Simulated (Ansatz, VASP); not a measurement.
## Two plane-wave programs on GaP

```
Ga P
1.0
     0.00000    2.72540    2.72540
     2.79517    0.00000    2.72540
     2.79517    2.72540    0.00000
Ga P
1 1
Cartesian
  0.0000 0.0000 0.0000
  1.3976 1.3627 1.3627
```

Change from the starting cell: uniaxial_x strain +2.6%.

Alike in both runs: task single point; functional r2SCAN; k mesh 8 × 8 × 8; no spin polarisation.

```csv
,VASP,Ansatz
version,VASP 6.6.1,Ansatz 0.2.0
potentials or method,"VASP PAW PBE potentials, release 64 (Ga_d, P)","plane waves, PAW"
plane-wave cutoff (eV),520,500
occupations,"gaussian, width 0.01 eV",fixed
valence electrons in the cell,18,18
```

Ansatz gave:

| Property | Result |
| --- | --- |
| gap on the k mesh at the Fermi level (eV) | 1.80 |
| pressure (GPa) | -2.1 |
| largest component of the traceless stress (GPa) | 1.43 |

Task: Estimate VASP's values.

Result: gap on the k mesh at the Fermi level (eV): 1.81; pressure (GPa): -2.2; largest component of the traceless stress (GPa): 1.44.

Caveats: the PAW data sets were made with another functional, which shifts forces and pressure a little (VASP). A k mesh can miss the band edges.
